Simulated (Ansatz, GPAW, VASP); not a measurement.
# Si: programs and potentials compared

```xyz
2
Lattice="0.0000 2.7219 2.7219 2.7219 0.0000 2.7219 2.7219 2.7219 0.0000" Properties=species:S:1:pos:R:3 pbc="T T T"
Si    2.7219    2.7219    2.7219
Si    4.0828    4.0828    4.0828
```

Alike in all runs: task single point; functional PBE; k mesh 8 × 8 × 8; occupations gaussian, width 0.03 eV; no spin polarisation; no spin-orbit coupling. Pressure is positive in compression and, in plane waves, holds the error of the finite cutoff.

```csv
program and potentials,plane-wave cutoff (eV),notes,band gap (eV),pressure (GPa)
"Ansatz, all-electron LAPW, scalar-relativistic",-,-,0.63,1.31
"VASP, PBE PAW files Si, 520 eV",520,-,?,?
"GPAW, GPAW PAW data sets (gpaw-data 1.2.1)",600,-,0.62,1.61
```

Task: Estimate from the other rows what the run with VASP, PBE PAW files Si, 520 eV gave.

Result: Band gap 0.63 eV; pressure 1.26 GPa. The other rows, which needn't bracket it: band gap 0.62 to 0.63; pressure 1.31 to 1.61.
